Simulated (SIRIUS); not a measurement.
# Co under changes of volume

One of the cells (10.640 Å³/atom); the others are scaled copies at fixed shape and fractional positions:

```
Co
1.0
     2.47200    0.00000    0.00000
    -1.23600    2.14081    0.00000
     0.00000    0.00000    4.02114
Co
2
Direct
  0.66667 0.33333 0.75000
  0.33333 0.66667 0.25000
```

```yaml
Program: SIRIUS 7.12.0
Functional: PBEsol
Potentials_or_basis: PseudoDojo 0.4.1 PBEsol standard (scalar relativistic)
Cutoff: 1307 eV
Density_cutoff: 5227 eV
k_mesh: 12 × 12 × 7
Occupations: fermi-dirac, width 0.05 eV
Spin: collinear spin, ferromagnetic start
Starting_moments: "[2.0, 2.0] μB"
```

```csv
volume (Å³/atom),energy over the lowest point (meV/atom),pressure (GPa),moment (μB per cell)
10.002,9.46,9.0,3.04
10.215,1.40,3.5,3.10
10.427,0.00,-1.4,3.16
10.640,?,?,?
10.853,14.93,-9.7,3.25
11.066,30.15,-13.3,3.29
11.279,49.81,-16.5,3.32
```

Problem. What does the run at 10.640 Å³/atom give?

Solution. Energy over the lowest point 4.69 meV/atom; pressure -5.8 GPa; moment 3.21 μB per cell.

Worked out: A Birch-Murnaghan fit of order 3 (a polynomial in V^(-2/3)) to the other rows has its minimum at 10.37 Å³/atom with B0 = V·E''(V) = 229 GPa and B' = 3.9 at fixed shape and positions, which overstates the stiffness. It gives 4.73 meV/atom at 10.640 Å³/atom, against the run's 4.69, and -dE/dV = -5.7 GPa, against -5.8. A parabola through the other rows of the moment, of slope 0.22 μB per Å³/atom there, gives 3.21 μB, against the run's 3.21.

Energies are extrapolated to zero smearing.
